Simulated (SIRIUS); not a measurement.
## HfN: equation of state with PBEsol

The system is HfN.

```
Hf N
1.0
     0.00000    2.25600    2.25600
     2.25600    0.00000    2.25600
     2.25600    2.25600    0.00000
Hf N
1 1
Direct
  0.00000 0.00000 0.00000
  0.50000 0.50000 0.50000
```

```yaml
Program: SIRIUS 7.12.0
Task: equation of state
Functional: PBEsol
Potentials_or_basis: PseudoDojo 0.4.1 PBEsol standard (scalar relativistic)
Cutoff: 1152 eV
Density_cutoff: 4606 eV
k_mesh: 10 × 10 × 10
Occupations: fermi-dirac, width 0.05 eV
Spin: no spin polarisation
```

| Quantity | Value |
| --- | --- |
| Equilibrium volume | 11.37 Å³/atom |
| Bulk modulus | 287 GPa |
| Pressure derivative of the bulk modulus | 4.3 |

Energy against volume, from the lowest point:
```csv
volume (Å³/atom),energy (meV/atom)
10.793,27.64
11.023,8.98
11.252,0.10
11.482,0.00
11.712,7.79
11.941,22.66
12.171,43.90
```

All runs of the series together: 2.9 min on 1 thread of Intel(R) Xeon(R) 6975P-C (Granite Rapids), on a shared host.

Spin-orbit coupling is left out, which matters for the levels of Hf.
